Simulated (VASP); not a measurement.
**Ge: phonons with r2SCAN**

Ge:

```
Ge
1.0
     0.00000    2.79116    2.96762
     2.79116    0.00000    2.96762
     2.79116    2.79116    0.00000
Ge
2
Direct
  0.00000 0.00000 0.00000
  0.25000 0.25000 0.25000
```

| Property | Result |
| --- | --- |
| Program | VASP 6.6.1 |
| Task | phonons |
| Functional | r2SCAN |
| Potentials or basis | VASP PAW PBE potentials, release 64 (Ge_d) |
| Cutoff | 600 eV |
| k mesh | 8 × 8 × 8 |
| Occupations | gaussian, width 0.01 eV |
| Spin | no spin polarisation |
| Further INCAR settings | ALGO = Normal; EDIFF = 1e-08; IBRION = 6; POTIM = 0.015; NSW = 1 |

```yaml
Relaxed_volume: 22.86 Å³/atom
Relaxed_cell: a = 4.013 Å, b = 4.013 Å, c = 4.014 Å, α = 60.00°, β = 60.00°, γ = 60.01°
Space_group_after_relaxing_to_0.05_Å: Fd-3m (No. 227)
Highest_phonon_frequency_at_Γ: 297 cm⁻¹
```

Step by step:
| step | energy change (eV) | largest force (eV/Å) | pressure (GPa) | volume (Å³) |
| --- | --- | --- | --- | --- |
| 1 | 0.0000 | 0.0000 | -0.69 | 46.24 |
| 2 | -0.0286 | 0.0000 | 0.25 | 45.55 |
| 3 | -0.0316 | 0.0000 | 0.69 | 45.28 |
| 4 | -0.0317 | 0.0000 | 0.79 | 45.23 |
| 5 | -0.0327 | 0.0000 | -0.38 | 45.96 |
| 6 | -0.0330 | 0.0000 | 0.00 | 45.71 |
| 7 | -0.0330 | 0.0000 | -0.02 | 45.72 |
| 8 | -0.0330 | 0.0000 | -0.03 | 45.73 |
| 9 | -0.0330 | 0.0000 | 0.02 | 45.70 |
| 10 | -0.0330 | 0.0000 | 0.01 | 45.71 |
| 11 | -0.0330 | 0.0000 | 0.01 | 45.71 |
| 12 | -0.0330 | 0.0000 | 0.00 | 45.71 |

Final structure:
```
Ge
1.0
     0.00000    2.83811    2.83755
     2.83811    0.00000    2.83755
     2.83811    2.83811    0.00000
Ge
2
Direct
  0.00000 0.00000 0.00000
  0.25000 0.25000 0.25000
```

Phonon frequencies in cm⁻¹ (negative: imaginary):
```csv
q point,frequencies
"(0.000, 0.000, 0.000)",0 0 0 297 297 297
```

Wall time 110 min on 1 thread of AMD EPYC 7R43 64-Core Processor (Zen 3), with other jobs on the host, peak memory 0.29 GiB.

Caveat: the PAW data sets were made with another functional, which shifts forces and pressure a little.
